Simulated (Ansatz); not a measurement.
# Ga: pressure against volume, part 2 of 2

How stiff is Ga, and at what volume does the pressure vanish? The cell is scaled evenly, atoms carried along, and solved with LAPW, PAW and all-electron datasets made for the crystal.

Ansatz 0.2.0; DFT PBEsol; a database cell (COD). «Crystal datasets» are all-electron PAW datasets made for this crystal.

## 9. Volume × 1.01, PAW

input.yaml reads:

```yaml
crystal:
  lattice:
    - [1.3875947181, -4.0398771747, 0.0]
    - [1.3875947181, 4.0398771747, 0.0]
    - [-0.1178402022, 0.0, 3.3409929716]
  atoms:
    - { symbol: Ga, position: [0.869, 0.131, 0.25] }
    - { symbol: Ga, position: [0.131, 0.869, 0.75] }
kpoints:
  mp_grid: { grid: [14, 14, 11] }
scf:
  occupations: { method: fermi_dirac, width: 0.03 }
hamiltonian:
  xc: pbesol
  pseudopotentials: { kind: paw }
output:
  forces: true
  stress: true
  eigenvalues: true
  efg: { contact_densities: true }
  write_density: true
  write_potential: true
  elf: true
  volumetric_format: npy
```

The run is started by

```sh
ansatz run input.yaml --threads 1 --pin off --max-ram 3072MiB --backend cpu --events-out ev --progress --plain --runs-dir out
```

Log (excerpt; [...] marks lines left out):

```text
[...]
Pseudopotentials: kind: paw
Pseudopotential: Ga, paw, valence charge 13, recommended cutoff 420 eV (normal)
Functional definition: PBEsol
[...]
Crystal: 2 atoms, lattice volume = 37.457 Å³
Basis set: ecut = 420 eV, 729 PW (Γ), exchange–correlation on 60×60×48 points (8 copies of the dense FFT grid, shifted against one another)
Bands: 17, of which v1, the nominal top of the filled ones, is band 13 counted from 1 (12 counted from 0)
Symmetry: 4 space group operations
Space group: C2/c (ITA 15), of the structure as read, at distance tolerance 3.3e-5 Å
k-points: 582 of 2156
[...]
SCF iter   1: F=—  HF=-7486.369533 eV  |F-HF|=—  |Δ(HF+E_count)|=         —  Δρ=2.05e-3  dr2=1.33e-3  ethr=1.77e-3  ⟨swp⟩=5.9  Hψ=47603  notcnv=0
[...]
  atom   1  Ga     0.00000000     0.17883694     0.00000000
  atom   2  Ga     0.00000000    -0.17883694     0.00000000
[...]
--- Stress (GPa, compression-positive) ---
       -2.416056       0.000000      -0.083775
        0.000000      -2.327329       0.000000
       -0.083775       0.000000      -2.398121
  P = ⅓ Tr σ = -2.3805 GPa (-23.805 kbar)
--- PAW observables at the nuclei: V_zz in 10²¹ V/m², potentials from the cell's mean, atoms counted from 1 ---
  atom   1  Ga V_zz =    +2.571689   η = 0.4769   by run symmetry: allowed
            electrostatic potential = -4132.940099 V   contact ρ = 187069.864940 e/Å³
  atom   2  Ga V_zz =    +2.571689   η = 0.4769   by run symmetry: allowed
            electrostatic potential = -4132.940099 V   contact ρ = 187069.864940 e/Å³
--- Band table (eV; the first three rows and the last of 582) ---
  k-point 0: bands = ["-5.4882", "-5.4782", "-5.4440", "-5.4201", "-5.1505", "-5.1504", "-5.1222", "-5.1186", "-5.1050", "-4.9714", "-1.5525", "7.5384", "7.9462", "11.2245", "15.0003", "19.2006", "19.6919"]
[...]
```

Wall time 27 s (1 thread of Arm Neoverse V2, shared host); peak memory 0.56 GiB.

Read from it: pressure -2.38 GPa; no gap; largest force 0.179 eV/Å; Vzz Ga1 2.57 (η = 0.48) (10²¹ V/m²).

## 10. Volume × 1.01, crystal datasets

Edit input.yaml of step 9 so:

```diff
@@ -14,3 +14,3 @@
   xc: pbesol
-  pseudopotentials: { kind: paw }
+  pseudopotentials: { kind: all_electron, datasets: crystal }
 output:
@@ -20,5 +20 @@
   efg: { contact_densities: true }
-  write_density: true
-  write_potential: true
-  elf: true
-  volumetric_format: npy
```

The run is started by

```sh
ansatz run input.yaml --threads 1 --pin off --max-ram 3072MiB --backend cpu --events-out ev --progress --plain --runs-dir out
```

Log (excerpt; [...] marks lines left out):

```text
[...]
Pseudopotentials: kind: all_electron
Pseudopotential: Ga, paw, valence charge 13, recommended cutoff 240 eV (normal), Koelling and Harmon's equation, gaussian nucleus
Functional definition: PBEsol
[...]
Crystal: 2 atoms, lattice volume = 37.457 Å³
Basis set: ecut = 240 eV, 317 PW (Γ), exchange–correlation on 48×48×36 points (8 copies of the dense FFT grid, shifted against one another)
Bands: 17, of which v1, the nominal top of the filled ones, is band 13 counted from 1 (12 counted from 0)
Symmetry: 4 space group operations
Space group: C2/c (ITA 15), of the structure as read, at distance tolerance 3.3e-5 Å
k-points: 582 of 2156
[...]
SCF iter   1: F=—  HF=-105720.049185 eV  |F-HF|=—  |Δ(HF+E_count)|=         —  Δρ=2.01e-2  dr2=1.50e-1  ethr=6.03e-4  ⟨swp⟩=3.5  Hψ=51037  notcnv=0
[...]
--- Forces (eV/Å), atoms counted from 1 ---
  atom   1  Ga     0.00000000     0.17822358     0.00000000
  atom   2  Ga     0.00000000    -0.17822358     0.00000000
[...]
--- Stress (GPa, compression-positive) ---
       -2.385879       0.000000      -0.083772
        0.000000      -2.299721       0.000000
       -0.083772       0.000000      -2.367928
  P = ⅓ Tr σ = -2.3512 GPa (-23.512 kbar)
--- PAW observables at the nuclei: V_zz in 10²¹ V/m², potentials from the cell's mean, atoms counted from 1 ---
  atom   1  Ga V_zz =    +2.593661   η = 0.4703   by run symmetry: allowed
            electrostatic potential = -4131.311241 V   contact ρ = 187137.873614 e/Å³
  atom   2  Ga V_zz =    +2.593661   η = 0.4703   by run symmetry: allowed
            electrostatic potential = -4131.311241 V   contact ρ = 187137.873614 e/Å³
--- Band table (eV; the first three rows and the last of 582) ---
  k-point 0: bands = ["-3.4057", "-3.3952", "-3.3618", "-3.3388", "-3.0688", "-3.0673", "-3.0406", "-3.0355", "-3.0223", "-2.8884", "0.5214", "9.6130", "10.0218", "13.3003", "17.0754", "21.2826"]
[...]
```

Run time: 50 s. Hardware: 1 thread of Arm Neoverse V2, shared host; peak memory 0.91 GiB.

In short: pressure -2.35 GPa; no gap; largest force 0.178 eV/Å; Vzz Ga1 2.59 (η = 0.47) (10²¹ V/m²).

## 11. Volume × 1.04, LAPW

input.yaml reads:

```yaml
crystal:
  lattice:
    - [1.4011994555, -4.0794863395, 0.0]
    - [1.4011994555, 4.0794863395, 0.0]
    - [-0.118995572, 0.0, 3.3737498936]
  atoms:
    - { symbol: Ga, position: [0.869, 0.131, 0.25] }
    - { symbol: Ga, position: [0.131, 0.869, 0.75] }
kpoints:
  mp_grid: { grid: [14, 14, 11] }
  band_path:
    path:
      - [0.0, 0.0, 0.0]
      - [-0.5, 0.5, 0.0]
      - [-0.5, 0.5, 0.5]
      - [0.0, 0.0, 0.5]
      - [0.0, 0.0, 0.0]
      - [-0.5, 0.0, 0.5]
      - [0.0, 0.0, 0.0]
      - [-0.5, 0.0, 0.0]
    npoints: 5
scf:
  occupations: { method: fermi_dirac, width: 0.03 }
hamiltonian:
  xc: pbesol
  pseudopotentials: { kind: all_electron, lapw: { basis_error: 0.0005 } }
output:
  forces: true
  stress: true
  eigenvalues: true
```

The run is started by

```sh
ansatz run input.yaml --threads 1 --pin off --max-ram 3072MiB --backend cpu --events-out ev --progress --plain --runs-dir out
```

Log (excerpt; [...] marks lines left out):

```text
LAPW: plane waves up to 8.385 Å⁻¹, error target 5.0e-4 eV per atom; small_component_spin mean_spin; Ga in spheres of 1.362 Å, 21 of its electrons in bands, Dirac shells []
[...]
Pseudopotentials: kind: all_electron
Pseudopotential: Ga, LAPW, valence charge 21, Koelling and Harmon's equation, gaussian nucleus
Functional definition: PBEsol
[...]
Crystal: 2 atoms, lattice volume = 38.570 Å³
Basis set: ecut = 267.8962889423907 eV, 381 PW (Γ), FFT grids on a1+a2, a2, a3, exchange–correlation at level 2
Bands: 26, of which v1, the nominal top of the filled ones, is band 21 counted from 1 (20 counted from 0)
Symmetry: 4 space group operations
Space group: C2/c (ITA 15), of the structure as read, at distance tolerance 3.4e-5 Å
k-points: 582 of 2156
[...]
SCF iter   1: F=—  HF=-105720.109866 eV  |F-HF|=—  |Δ(HF+E_count)|=         —  Δρ=1.18e-2  dr2=3.35e-2  ethr=7.94e-5  ⟨swp⟩=3.0  Hψ=102104  notcnv=0
[...]
SCF iter   8: F=-105720.035302 eV  HF=-105720.035302 eV  |F-HF|=3.48e-9  |Δ(HF+E_count)|=   1.31e-8  Δρ=3.89e-6  dr2=8.89e-9  ethr=2.98e-10  ⟨swp⟩=2.0  Hψ=42558  notcnv=0
[...]
NSCF: frozen V_eff on 36 k-points
SCF converged after 8 iterations
Free energy (F): -105720.035302 eV
[...]
E sigma→0 (E₀):  -105720.034361 eV
Entropy (-TS):   -0.001882 eV (-0.941 meV/atom)
Fermi energy:    11.224499 eV
[...]
--- Forces (eV/Å), atoms counted from 1 ---
  atom   1  Ga     0.00000000     0.16242971     0.00000000
  atom   2  Ga     0.00000000    -0.16242971     0.00000000
[...]
--- Stress (GPa, compression-positive) ---
       -3.668963       0.000000      -0.060664
        0.000000      -3.628111       0.000000
       -0.060664       0.000000      -3.667336
  P = ⅓ Tr σ = -3.6548 GPa (-36.548 kbar)
--- Band table (eV; the first three rows and the last of 582) ---
[... band rows left out ...]
[...]
```

Wall time 2.2 min (1 thread of Arm Neoverse V2, shared host); peak memory 1.4 GiB.

This run gives: pressure -3.65 GPa; no gap; largest force 0.162 eV/Å.

## 12. Volume × 1.04, PAW

input.yaml reads:

```yaml
crystal:
  lattice:
    - [1.4011994555, -4.0794863395, 0.0]
    - [1.4011994555, 4.0794863395, 0.0]
    - [-0.118995572, 0.0, 3.3737498936]
  atoms:
    - { symbol: Ga, position: [0.869, 0.131, 0.25] }
    - { symbol: Ga, position: [0.131, 0.869, 0.75] }
kpoints:
  mp_grid: { grid: [14, 14, 11] }
scf:
  occupations: { method: fermi_dirac, width: 0.03 }
hamiltonian:
  xc: pbesol
  pseudopotentials: { kind: paw }
output:
  forces: true
  stress: true
  eigenvalues: true
  efg: { contact_densities: true }
```

The run is started by

```sh
ansatz run input.yaml --threads 1 --pin off --max-ram 3072MiB --backend cpu --events-out ev --progress --plain --runs-dir out
```

Log (excerpt; [...] marks lines left out):

```text
[...]
Pseudopotentials: kind: paw
Pseudopotential: Ga, paw, valence charge 13, recommended cutoff 420 eV (normal)
Functional definition: PBEsol
[...]
Crystal: 2 atoms, lattice volume = 38.570 Å³
Basis set: ecut = 420 eV, 773 PW (Γ), exchange–correlation on 60×60×48 points (8 copies of the dense FFT grid, shifted against one another)
Bands: 17, of which v1, the nominal top of the filled ones, is band 13 counted from 1 (12 counted from 0)
Symmetry: 4 space group operations
Space group: C2/c (ITA 15), of the structure as read, at distance tolerance 3.4e-5 Å
k-points: 582 of 2156
[...]
SCF iter   1: F=—  HF=-7486.348202 eV  |F-HF|=—  |Δ(HF+E_count)|=         —  Δρ=1.98e-3  dr2=1.40e-3  ethr=1.77e-3  ⟨swp⟩=5.9  Hψ=47568  notcnv=0
[...]
  atom   1  Ga     0.00000000     0.16279676     0.00000000
  atom   2  Ga     0.00000000    -0.16279676     0.00000000
[...]
--- Stress (GPa, compression-positive) ---
       -3.695063       0.000000      -0.061064
        0.000000      -3.651017       0.000000
       -0.061063       0.000000      -3.693754
  P = ⅓ Tr σ = -3.6799 GPa (-36.799 kbar)
--- PAW observables at the nuclei: V_zz in 10²¹ V/m², potentials from the cell's mean, atoms counted from 1 ---
  atom   1  Ga V_zz =    +2.471206   η = 0.4824   by run symmetry: allowed
            electrostatic potential = -4132.504919 V   contact ρ = 187070.865334 e/Å³
  atom   2  Ga V_zz =    +2.471206   η = 0.4824   by run symmetry: allowed
            electrostatic potential = -4132.504919 V   contact ρ = 187070.865334 e/Å³
--- Band table (eV; the first three rows and the last of 582) ---
  k-point 0: bands = ["-5.8365", "-5.8251", "-5.7954", "-5.7695", "-5.5223", "-5.5212", "-5.4949", "-5.4925", "-5.4793", "-5.3543", "-1.7214", "7.2328", "7.4715", "10.8261", "14.5632", "18.5988", "19.0658"]
[...]
```

Run time: 21 s. Hardware: 1 thread of Arm Neoverse V2, shared host; peak memory 0.57 GiB.

Result: pressure -3.68 GPa; no gap; largest force 0.163 eV/Å; Vzz Ga1 2.47 (η = 0.48) (10²¹ V/m²).

## 13. Volume × 1.04, crystal datasets

Edit input.yaml of step 12 so:

```diff
@@ -14,3 +14,3 @@
   xc: pbesol
-  pseudopotentials: { kind: paw }
+  pseudopotentials: { kind: all_electron, datasets: crystal }
 output:
```

The run is started by

```sh
ansatz run input.yaml --threads 1 --pin off --max-ram 3072MiB --backend cpu --events-out ev --progress --plain --runs-dir out
```

Log (excerpt; [...] marks lines left out):

```text
[...]
Pseudopotentials: kind: all_electron
Pseudopotential: Ga, paw, valence charge 13, recommended cutoff 240 eV (normal), Koelling and Harmon's equation, gaussian nucleus
Functional definition: PBEsol
[...]
Crystal: 2 atoms, lattice volume = 38.570 Å³
Basis set: ecut = 240 eV, 341 PW (Γ), exchange–correlation on 48×48×36 points (8 copies of the dense FFT grid, shifted against one another)
Bands: 17, of which v1, the nominal top of the filled ones, is band 13 counted from 1 (12 counted from 0)
Symmetry: 4 space group operations
Space group: C2/c (ITA 15), of the structure as read, at distance tolerance 3.4e-5 Å
k-points: 582 of 2156
[...]
SCF iter   1: F=—  HF=-105720.028293 eV  |F-HF|=—  |Δ(HF+E_count)|=         —  Δρ=1.91e-2  dr2=1.42e-1  ethr=5.68e-4  ⟨swp⟩=3.6  Hψ=50928  notcnv=0
[...]
--- Forces (eV/Å), atoms counted from 1 ---
  atom   1  Ga     0.00000000     0.16237605     0.00000000
  atom   2  Ga     0.00000000    -0.16237605     0.00000000
[...]
--- Stress (GPa, compression-positive) ---
       -3.669846       0.000000      -0.060606
        0.000000      -3.628468       0.000000
       -0.060606       0.000000      -3.667954
  P = ⅓ Tr σ = -3.6554 GPa (-36.554 kbar)
--- PAW observables at the nuclei: V_zz in 10²¹ V/m², potentials from the cell's mean, atoms counted from 1 ---
  atom   1  Ga V_zz =    +2.492497   η = 0.4811   by run symmetry: allowed
            electrostatic potential = -4130.876169 V   contact ρ = 187138.875851 e/Å³
  atom   2  Ga V_zz =    +2.492497   η = 0.4811   by run symmetry: allowed
            electrostatic potential = -4130.876169 V   contact ρ = 187138.875851 e/Å³
--- Band table (eV; the first three rows and the last of 582) ---
  k-point 0: bands = ["-3.8137", "-3.8019", "-3.7730", "-3.7479", "-3.4993", "-3.4989", "-3.4730", "-3.4691", "-3.4564", "-3.3311", "0.2928", "9.2476", "9.4874", "12.8421", "16.5785", "20.6207"]
[...]
```

It took 51 s on 1 thread of Arm Neoverse V2, shared host; peak memory 0.92 GiB.

In short: pressure -3.66 GPa; no gap; largest force 0.162 eV/Å; Vzz Ga1 2.49 (η = 0.48) (10²¹ V/m²).

## 14. All volumes together

| method | volume (Å³/atom) | F above the lowest (meV/atom) | pressure (GPa) | largest force (eV/Å) | Vzz Ga1 (10²¹ V/m²) |
| --- | --- | --- | --- | --- | --- |
| LAPW | 17.431 | 2.7 | 1.97 | 0.210 | – |
| LAPW | 18.172 | 0.0 | -0.72 | 0.192 | – |
| LAPW | 18.729 | 5.4 | -2.35 | 0.178 | – |
| LAPW | 19.285 | 16.0 | -3.65 | 0.162 | – |
| PAW | 17.431 | 2.5 | 1.93 | 0.211 | 2.84 |
| PAW | 18.172 | 0.0 | -0.76 | 0.193 | 2.68 |
| PAW | 18.729 | 5.5 | -2.38 | 0.179 | 2.57 |
| PAW | 19.285 | 16.1 | -3.68 | 0.163 | 2.47 |
| crystal datasets | 17.431 | – | 1.97 | 0.210 | 2.85 |
| crystal datasets | 18.172 | – | -0.72 | 0.192 | 2.71 |
| crystal datasets | 18.729 | – | -2.35 | 0.178 | 2.59 |
| crystal datasets | 19.285 | – | -3.66 | 0.162 | 2.49 |

## 15. Results

This closing draws on all 2 parts.

| quantity | value |
| --- | --- |
| equilibrium volume (LAPW) | 17.951 Å³/atom |
| bulk modulus (LAPW) | 62 GPa |
| its pressure derivative (LAPW) | 5.3 |
| equilibrium volume (PAW) | 17.941 Å³/atom |
| bulk modulus (PAW) | 62 GPa |
| its pressure derivative (PAW) | 5.4 |
| equilibrium volume (crystal datasets) | 17.951 Å³/atom |
| bulk modulus (crystal datasets) | 62 GPa |
| its pressure derivative (crystal datasets) | 5.3 |

A third-order Birch-Murnaghan fit to the LAPW pressures puts zero pressure at 17.95 Å³/atom, -3.2 % from the given cell, with a bulk modulus of 62 GPa. Shape and positions are held, so a fully relaxed modulus can be lower. PAW's volume lies -0.06 % and its modulus +0.1 % from LAPW's. No thermal or zero-point expansion is included.
